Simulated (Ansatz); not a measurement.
Ionic part of the dielectric constant of BN at 35 GPa, mode by mode

The calculation used DFT LDA, scalar-relativistic, plane waves, PAW (Ansatz). Plane waves to 420 eV; Γ-centred k mesh 12×12×12; fixed occupations. No spin polarisation. Phonons by linear response, acoustic sum rule imposed.

Symmetry: F-43m, No. 216, cubic system. The conventional cell has a = 3.491 Å, b = 3.491 Å, c = 3.491 Å, α = 90.00°, β = 90.00°, γ = 90.00°. B (site symmetry -43m) has 4 N at 1.51 Å as nearest neighbours. N (site symmetry -43m) has 4 B at 1.51 Å as nearest neighbours.

Other phases may be more stable at this pressure.

The primitive cell has V = 10.64 Å³ and ε∞,zz = 4.505. Each polar mode adds Δε = (4.92064×10⁷/V)·S/ν² along z, with S its oscillator strength in e²/amu, ν in cm⁻¹ and V in Å³.

Task: From these modes, find each Δε and ε0,zz.
```json
{"ν (cm⁻¹)": "1171.4", "S_zz (e²/amu)": "0.556"}
```

Result:
```json
{"ν (cm⁻¹)": "1171.4", "Δε": "1.87"}
```

The sum is 1.874, so ε0,zz = 6.38; the run's tensor has 6.38.

Task: Where do the longitudinal modes lie for a wave vector along z?

Result: At 1394 cm⁻¹. The Lyddane–Sachs–Teller product Π(ν_LO/ν_TO)² = 1.42 matches ε0/ε∞ = 1.42.

Cost: 1 run of about 0.23 core-minutes, on Intel Xeon 6975P-C (Granite Rapids) (shared hosts).

The single polar mode adds 1.87 to an electronic value of 4.505, so electronic polarisation supplies most of the static dielectric constant of 6.38. The lattice share is modest because the short, strongly covalent sp³ bonds resist the relative displacement of the B and N sublattices. The light atoms help put the mode at 1171.4 cm⁻¹, but they don't explain the small share: the reduced mass cancels between oscillator strength and squared frequency, leaving the Born effective charge set against the restoring force constant and the cell volume.

The bonds are still clearly polar, since charge transfer towards the more electronegative N gives the mode its dipole. The macroscopic field of that dipole, screened by the electrons, lifts the longitudinal branch to 1394 cm⁻¹. Cubic symmetry makes the dielectric response the same in every direction. The Lyddane–Sachs–Teller agreement shows that the frequencies and dielectric constants are mutually consistent, not that either is accurate. With only one pressure, the results can't show whether compression raises or lowers the ionic share.
